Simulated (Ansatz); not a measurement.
**Ge: what symmetry allows forces and stress to be**

```
Ge
1.0
    -2.57843    2.59176    1.40683
     2.59176   -2.57843    1.40683
     2.62992    2.62992   -1.38227
Ge
2
Direct
  0.25824 0.74176 0.50000
  0.49176 0.50824 0.00000
```

Level of theory: Ansatz 0.2.0, DFT PBE, scalar-relativistic, plane waves, PAW.

Plane waves to 420 eV, a k mesh through Γ of 14×14×10 on the computed 2-atom cell and Gaussian smearing (0.10 eV); no spin polarisation.

This distorted cell has space group C2/c, with 4 operations.

**Question.** Without a calculation: in which directions can each atom feel a force?

**Answer.** A force must be left unchanged by every operation that keeps its atom in place, so it lies in the space that those operations leave fixed. Atoms that the group maps onto each other feel forces of one size.
```tsv
atom	site symmetry	operations at the site	equivalent to atom	allowed force (Cartesian)
Ge1	2	2	1	along (0.71, -0.71, 0.00)
Ge2	2	2	1	along (0.71, -0.71, 0.00)
```

That leaves 1 independent force component of 6. A relaxation in this cell that keeps the symmetry moves the atoms in these directions alone.

**Question.** And the stress tensor?

**Answer.** It must be invariant under the point group, which leaves 4 independent components: xx = yy, yz = xz.

**Question.** Do the computed values obey this?

**Answer.** Yes. Forces (eV/Å):
```
Ge1  0.303 -0.303  0.000
Ge2 -0.303  0.303  0.000
```

Stress (GPa, compression positive, xx yy zz yz xz xy): 0.62 0.62 1.45 -0.61 -0.61 -0.90. The program imposes the same operations on density, forces and stress, so this confirms the analysis and is no independent test of the calculation.

This form isn't the element's structure at ambient conditions.